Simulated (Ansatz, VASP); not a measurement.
**CdSe: VASP beside Ansatz**

```
Cd Se
1.0
     0.00000    3.04275    3.04275
     3.04275    0.00000    3.04275
     3.04275    3.04275    0.00000
Cd Se
1 1
Direct
  0.00000 0.00000 0.00000
  0.25000 0.25000 0.25000
```

Alike in both runs: functional PBEsol; k mesh 8 × 8 × 8; occupations gaussian, width 0.02 eV; no spin polarisation.

Ansatz relaxed the structure, and its values are those at the end. VASP's run is a single point on that final structure, the one shown.

|  | VASP | Ansatz |
| --- | --- | --- |
| version | VASP 6.6.1 | Ansatz 0.2.0 |
| potentials or method | VASP PAW PBE potentials, release 64 (Cd, Se) | scalar-relativistic, plane waves, PAW |
| plane-wave cutoff (eV) | 520 | 420 |
| valence electrons in the cell | 18 | 36 |

|  | VASP | Ansatz | Ansatz less VASP |
| --- | --- | --- | --- |
| gap on the k mesh at the Fermi level (eV) | 0.48 | 0.48 | -0.002 |
| least direct gap on the mesh (eV) | 0.48 | 0.48 | -0.002 |
| pressure (GPa) | 0.2 | -0.1 | -0.33 |

The two sets of potentials don't hold the same shells in valence.

Caveats: the PAW data sets were made with another functional, which shifts forces and pressure a little (VASP).
